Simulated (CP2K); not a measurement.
# Ti (P1) in CP2K: convergence with cutoff ry

Aim: find how far cutoff ry must go before the results for Ti settle, at LDA. This setting moves, with any that are tied to it; all else stays.

All numbers are computed with CP2K 2026.2; they aren't measurements. Logs are shortened: lines on timing, memory, paths and dates and some standing lists are left out, and cuts for length are marked.

### Step 1. The cell of the first run

The typed cell holds 3 atoms: a = 4.567 Å, b = 4.567 Å, c = 2.826 Å, α = 90.00°, β = 90.00°, γ = 120.00°.

This isn't the form of Ti at room conditions, which is hcp.

The cell isn't the ideal one: atoms moved at random, drawn with an rms of 0.15 Å.

### Step 2. With cutoff ry 90 Ry

ti_converge.inp reads:

```
&GLOBAL
  PROJECT ti_converge
  RUN_TYPE ENERGY_FORCE
  PRINT_LEVEL LOW
&END GLOBAL
&FORCE_EVAL
  METHOD QS
  STRESS_TENSOR ANALYTICAL
  &DFT
    BASIS_SET_FILE_NAME BASIS_MOLOPT_UZH
    POTENTIAL_FILE_NAME GTH_POTENTIALS
    &MGRID
      CUTOFF 90
      REL_CUTOFF 60
      NGRIDS 4
    &END MGRID
    &QS
      METHOD GPW
      EPS_DEFAULT 1.0E-9
    &END QS
    &KPOINTS
      SCHEME MONKHORST-PACK 5 5 7
      GAMMA_CENTERED T
      SYMMETRY T
      SYMMETRY_BACKEND SPGLIB
    &END KPOINTS
    &SCF
      SCF_GUESS ATOMIC
      EPS_SCF 1.0E-6
      MAX_SCF 100
      ADDED_MOS 21
      CHOLESKY OFF
      EPS_EIGVAL 1.0E-7
      &DIAGONALIZATION ON
        ALGORITHM STANDARD
      &END DIAGONALIZATION
      &MIXING ON
        METHOD BROYDEN_MIXING
        ALPHA 0.4
        BETA 1.5
        NBUFFER 8
      &END MIXING
      &SMEAR ON
        METHOD FERMI_DIRAC
        ELECTRONIC_TEMPERATURE 116.05
      &END SMEAR
    &END SCF
    &XC
      &XC_FUNCTIONAL
        &LDA_X
        &END LDA_X
        &LDA_C_PW
        &END LDA_C_PW
      &END XC_FUNCTIONAL
    &END XC
    &PRINT
      &KPOINTS ON
      &END KPOINTS
      &MULLIKEN ON
      &END MULLIKEN
      &MO ON
        ENERGIES T
        OCCUPATION_NUMBERS T
        &EACH
          QS_SCF 0
        &END EACH
        ADD_LAST NUMERIC
      &END MO
    &END PRINT
  &END DFT
  &SUBSYS
    &CELL
      ABC 4.5673748306 4.5673748306 2.8262442700
      ALPHA_BETA_GAMMA 90.0000000000 90.0000000000 120.0000000000
      PERIODIC XYZ
    &END CELL
    &COORD
      SCALED
      Ti  0.6892970000 0.3417790000 0.4727810000
      Ti  0.3032990000 0.6372250000 0.4600030000
      Ti  0.0128450000 0.0137540000 -0.0267810000
    &END COORD
    &KIND Ti
      BASIS_SET TZVP-MOLOPT-PBE-GTH-q12
      POTENTIAL GTH-PADE-q12
    &END KIND
    &PRINT
      &ATOMIC_COORDINATES ON
      &END ATOMIC_COORDINATES
      &CELL ON
      &END CELL
    &END PRINT
  &END SUBSYS
  &PRINT
    &FORCES ON
    &END FORCES
    &STRESS_TENSOR ON
    &END STRESS_TENSOR
  &END PRINT
&END FORCE_EVAL
```

Potentials or basis: GTH_POTENTIALS Ti GTH-PADE-q12; TZVP-MOLOPT-PBE-GTH basis.

Command:

```console
OMP_NUM_THREADS=1 cp2k.psmp -i ti_converge.inp -o ti_converge.out
```

It took 82 s on 1 thread of Arm Neoverse V2, shared host; peak memory 0.41 GiB.

What came out:

```yaml
Free_energy: -4748.5347 eV
Band_gap_on_the_k_mesh: none (metal or under the smearing width)
```

### Step 3. With cutoff ry 140 Ry

ti_converge.inp, as its differences from that of step 2:

```diff
@@ -12,3 +12,3 @@
     &MGRID
-      CUTOFF 90
+      CUTOFF 140
       REL_CUTOFF 60
```

Potentials or basis: GTH_POTENTIALS Ti GTH-PADE-q12; TZVP-MOLOPT-PBE-GTH basis.

Command:

```console
OMP_NUM_THREADS=1 cp2k.psmp -i ti_converge.inp -o ti_converge.out
```

It took 91 s on 1 thread of Arm Neoverse V2, shared host; peak memory 0.42 GiB.

What came out:

```yaml
Free_energy: -4748.3880 eV
Pressure: -6.8 GPa
Band_gap_on_the_k_mesh: none (metal or under the smearing width)
```

### Step 4. With cutoff ry 190 Ry

ti_converge.inp, as its differences from that of step 3:

```diff
@@ -12,3 +12,3 @@
     &MGRID
-      CUTOFF 140
+      CUTOFF 190
       REL_CUTOFF 60
```

Command:

```console
OMP_NUM_THREADS=1 cp2k.psmp -i ti_converge.inp -o ti_converge.out
```

It took 84 s on 1 thread of Arm Neoverse V2, shared host; peak memory 0.43 GiB.

Results:

```
Free energy            : -4748.3883 eV
Pressure               : -6.8 GPa
Band gap on the k mesh : none (metal or under the smearing width)
```

### Step 5. With cutoff ry 250 Ry

ti_converge.inp, as its differences from that of step 4:

```diff
@@ -12,3 +12,3 @@
     &MGRID
-      CUTOFF 190
+      CUTOFF 250
       REL_CUTOFF 60
```

Command:

```console
OMP_NUM_THREADS=1 cp2k.psmp -i ti_converge.inp -o ti_converge.out
```

Run time: 86 s. Hardware: 1 thread of Arm Neoverse V2, shared host; peak memory 0.44 GiB.

What came out:

| Property | Result |
| --- | --- |
| Free energy | -4748.3879 eV |
| Pressure | -6.8 GPa |
| Largest force | 0.894 eV/Å |
| Band gap on the k mesh | none (metal or under the smearing width) |

### Step 6. With cutoff ry 320 Ry

ti_converge.inp, as its differences from that of step 5:

```diff
@@ -12,3 +12,3 @@
     &MGRID
-      CUTOFF 250
+      CUTOFF 320
       REL_CUTOFF 60
```

Potentials or basis: GTH_POTENTIALS Ti GTH-PADE-q12; TZVP-MOLOPT-PBE-GTH basis.

Command:

```console
OMP_NUM_THREADS=1 cp2k.psmp -i ti_converge.inp -o ti_converge.out
```

Run time: 91 s. Hardware: 1 thread of Arm Neoverse V2, shared host; peak memory 0.46 GiB.

Results:

```
Free energy            : -4748.3878 eV
Pressure               : -6.8 GPa
Largest force          : 0.895 eV/Å
Band gap on the k mesh : none (metal or under the smearing width)
```

### Step 7. With cutoff ry 380 Ry

ti_converge.inp, as its differences from that of step 6:

```diff
@@ -12,3 +12,3 @@
     &MGRID
-      CUTOFF 320
+      CUTOFF 380
       REL_CUTOFF 60
```

Command:

```console
OMP_NUM_THREADS=1 cp2k.psmp -i ti_converge.inp -o ti_converge.out
```

Run time: 89 s. Hardware: 1 thread of Arm Neoverse V2, shared host; peak memory 0.46 GiB.

Results:

```
Free energy            : -4748.3878 eV
Pressure               : -6.8 GPa
Largest force          : 0.895 eV/Å
Band gap on the k mesh : none (metal or under the smearing width)
```

### Step 8. With cutoff ry 450 Ry

ti_converge.inp, as its differences from that of step 7:

```diff
@@ -12,3 +12,3 @@
     &MGRID
-      CUTOFF 380
+      CUTOFF 450
       REL_CUTOFF 60
```

Command:

```console
OMP_NUM_THREADS=1 cp2k.psmp -i ti_converge.inp -o ti_converge.out
```

It took 87 s on 1 thread of Arm Neoverse V2, shared host; peak memory 0.49 GiB.

Results (log left out):

| Property | Result |
| --- | --- |
| Free energy | -4748.3878 eV |
| Pressure | -6.8 GPa |
| Largest force | 0.895 eV/Å |
| Band gap on the k mesh | none (metal or under the smearing width) |

### Step 9. With cutoff ry 560 Ry

ti_converge.inp, as its differences from that of step 8:

```diff
@@ -12,3 +12,3 @@
     &MGRID
-      CUTOFF 450
+      CUTOFF 560
       REL_CUTOFF 60
```

Potentials or basis: GTH_POTENTIALS Ti GTH-PADE-q12; TZVP-MOLOPT-PBE-GTH basis.

Command:

```console
OMP_NUM_THREADS=1 cp2k.psmp -i ti_converge.inp -o ti_converge.out
```

Wall time 96 s (1 thread of Arm Neoverse V2, shared host); peak memory 0.54 GiB.

Results (log left out):

```yaml
Free_energy: -4748.3878 eV
Pressure: -6.8 GPa
Largest_force: 0.894 eV/Å
Band_gap_on_the_k_mesh: none (metal or under the smearing width)
```

### Step 10. With cutoff ry 720 Ry

ti_converge.inp, as its differences from that of step 9:

```diff
@@ -12,3 +12,3 @@
     &MGRID
-      CUTOFF 560
+      CUTOFF 720
       REL_CUTOFF 60
```

Potentials or basis: GTH_POTENTIALS Ti GTH-PADE-q12; TZVP-MOLOPT-PBE-GTH basis.

Command:

```console
OMP_NUM_THREADS=1 cp2k.psmp -i ti_converge.inp -o ti_converge.out
```

ti_converge.out:

```text

 CP2K| version string:                                       CP2K version 2026.2
 CP2K| Input file name                                           ti_converge.inp

 GLOBAL| Force Environment number                                              1
 GLOBAL| Basis set file name                                    BASIS_MOLOPT_UZH
 GLOBAL| Potential file name                                      GTH_POTENTIALS
 GLOBAL| MM Potential file name                                     MM_POTENTIAL
 GLOBAL| Coordinate file name                                      __STD_INPUT__
 GLOBAL| Method name                                                        CP2K
 GLOBAL| Project name                                                ti_converge
 GLOBAL| Run type                                                   ENERGY_FORCE
 GLOBAL| FFT library                                                       FFTW3
 GLOBAL| Diagonalization library                                       ScaLAPACK
 GLOBAL| Cholesky decomposition library                                ScaLAPACK
 GLOBAL| DGEMM library                                                      BLAS
 GLOBAL| Direct generalized diagonalization requested                          F
 GLOBAL| Matrix multiplication library                                 ScaLAPACK
 GLOBAL| Global print level                                                  LOW
 GLOBAL| Total number of message passing processes                             1
 GLOBAL| Number of threads for this process                                    1
 GLOBAL| CPU model name                                                  UNKNOWN

 CELL| Volume [angstrom^3]:                                            51.059156
 CELL| Vector a [angstrom]:       4.567     0.000     0.000   |a| =     4.567375
 CELL| Vector b [angstrom]:      -2.284     3.955     0.000   |b| =     4.567375
 CELL| Vector c [angstrom]:       0.000     0.000     2.826   |c| =     2.826244
 CELL| Angle (b,c), alpha [degree]:                                    90.000000
 CELL| Angle (a,c), beta  [degree]:                                    90.000000
 CELL| Angle (a,b), gamma [degree]:                                   120.000000
[... 168 lines left out ...]

 MO| EIGENVALUES AND OCCUPATION NUMBERS FOR K POINT 1
 MO|
 MO|  Index      Eigenvalue [a.u.]        Eigenvalue [eV]             Occupation
 MO|      1              -1.701111             -46.289595               2.000000
 MO|      2              -1.692616             -46.058429               2.000000
 MO|      3              -1.688305             -45.941106               2.000000
 MO|      4              -0.811120             -22.071688               2.000000
 MO|      5              -0.807667             -21.977750               2.000000
 MO|      6              -0.802932             -21.848878               2.000000
[... 621 lines left out ...]
 MO|     38               0.996047              27.103824               0.000000
 MO|     39               0.999427              27.195793               0.000000
 MO| Sum:                                                              37.999992
 MO| E(Fermi):            0.393876 a.u.         10.717901 eV
 MO| Band gap:            0.021169 a.u.          0.576046 eV

 [... the levels of further k-points ...]

 !-----------------------------------------------------------------------------!
                     Mulliken Population Analysis

 #  Atom  Element  Kind  Atomic population                           Net charge
       1     Ti       1         12.037758                             -0.037758
       2     Ti       1         12.048046                             -0.048046
       3     Ti       1         11.914195                              0.085805
 # Total charge                             36.000000                  0.000000

 !-----------------------------------------------------------------------------!

 ENERGY| Total FORCE_EVAL ( QS ) energy [hartree]           -174.500047610256985

 FORCES| Atomic forces [hartree/bohr]
 FORCES|   Atom     x               y               z               |f|
 FORCES|      1 -1.36000202E-02 -5.46567174E-03 -4.45206373E-06   1.46572213E-02
 FORCES|      2  1.28750922E-02  1.15024865E-02  2.10633220E-03   1.73928672E-02
 FORCES|      3  7.24439859E-04 -6.03746520E-03 -2.10246553E-03   6.43398480E-03
 FORCES| Sum    -4.88205565E-07 -6.50392767E-07 -5.85394797E-07
 FORCES| Total atomic force                                       1.00201921E-06

 STRESS| Analytical stress tensor [bar]
 STRESS|                        x                   y                   z
 STRESS|      x       -7.46722493833E+04   4.42576920237E+03   3.65411596467E+02
 STRESS|      y        4.42576920237E+03  -7.09795876542E+04   1.91239693880E+03
 STRESS|      z        3.65411596467E+02   1.91239693880E+03  -5.87814632993E+04
 STRESS| 1/3 Trace                                            -6.81444334456E+04
 STRESS| Determinant                                          -3.10113696224E+14

 STRESS| Eigenvectors and eigenvalues of the analytical stress tensor [bar]
 STRESS|                        1                   2                   3
 STRESS| Eigenvalues  -7.76522357301E+04  -6.83641967111E+04  -5.84168678957E+04
 STRESS|      x           0.827239539998      0.557539804041      0.069455815987
 STRESS|      y          -0.560368219348      0.809759847021      0.174001289928
 STRESS|      z           0.040770114161     -0.182861578967      0.982292950565
```

Wall time 95 s (1 thread of Arm Neoverse V2, shared host); peak memory 0.55 GiB.

What came out:

```
Free energy            : -4748.3878 eV
Pressure               : -6.8 GPa
Largest force          : 0.894 eV/Å
Band gap on the k mesh : none (metal or under the smearing width)
```

### Step 11. Result

| cutoff ry | energy less the tightest run, at zero smearing (meV/atom) | SCF cycles | CPU time (s) | peak memory (GiB) |
| --- | --- | --- | --- | --- |
| 90 Ry | -48.99 | 15 | 82 | 0.41 |
| 140 Ry | -0.07 | 15 | 91 | 0.42 |
| 190 Ry | -0.16 | 15 | 84 | 0.43 |
| 250 Ry | -0.04 | 15 | 86 | 0.44 |
| 320 Ry | 0.00 | 15 | 91 | 0.46 |
| 380 Ry | 0.00 | 15 | 89 | 0.46 |
| 450 Ry | 0.00 | 15 | 87 | 0.49 |
| 560 Ry | 0.00 | 15 | 96 | 0.54 |
| 720 Ry | 0.00 | 15 | 95 | 0.55 |

Against the tightest run, the energy stays within 1 meV/atom from 140 Ry on. The tightest run that finished is the yardstick and may itself not be fully converged.

Caveats: the basis of atomic orbitals isn't converged, which shifts pressures, moduli and gaps.
